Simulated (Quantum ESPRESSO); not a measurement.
## MoS2: equation of state with PBEsol

The system is MoS2.

```
Mo S
1.0
     1.58550    0.91539    6.11500
    -1.58550    0.91539    6.11500
     0.00000   -1.83078    6.11500
Mo S
1 2
Cartesian
  0.0000 0.0000 0.0000
  0.0000 0.0000 4.5862
  0.0000 0.0000 13.7587
```

Measurements of this composition are mostly on another form, of space group No. 194.

| Item | Value |
| --- | --- |
| Program | Quantum ESPRESSO 7.5 |
| Task | equation of state |
| Functional | PBEsol |
| Potentials or basis | GBRV 1.5 PBEsol |
| Cutoff | 612 eV |
| Density cutoff | 4898 eV |
| k mesh | 10 × 10 × 10 |
| Occupations | fermi-dirac, width 0.05 eV |
| Spin | no spin polarisation |
| Mixing beta | 0.5 |
| Most SCF iterations | 120 |
| SCF threshold | 6e-10 Ry |

| Property | Result |
| --- | --- |
| Equilibrium volume | 18.07 Å³/atom |
| Bulk modulus at fixed shape and positions | 145 GPa |
| Pressure derivative of the bulk modulus | 4.3 |

Energy against volume, from the lowest point:
```csv
volume (Å³/atom),energy (meV/atom)
16.685,55.22
17.040,29.36
17.395,12.10
17.750,2.57
18.105,0.00
18.460,3.70
18.815,13.03
```

All runs of the series together: 4.5 min on 2 threads of AMD EPYC 9R45 96-Core Processor (Zen 5) (shared host).

Caveat: the cell was scaled at fixed shape and fractional positions, which overstates the stiffness of a crystal with free parameters, most of all of layers and chains.
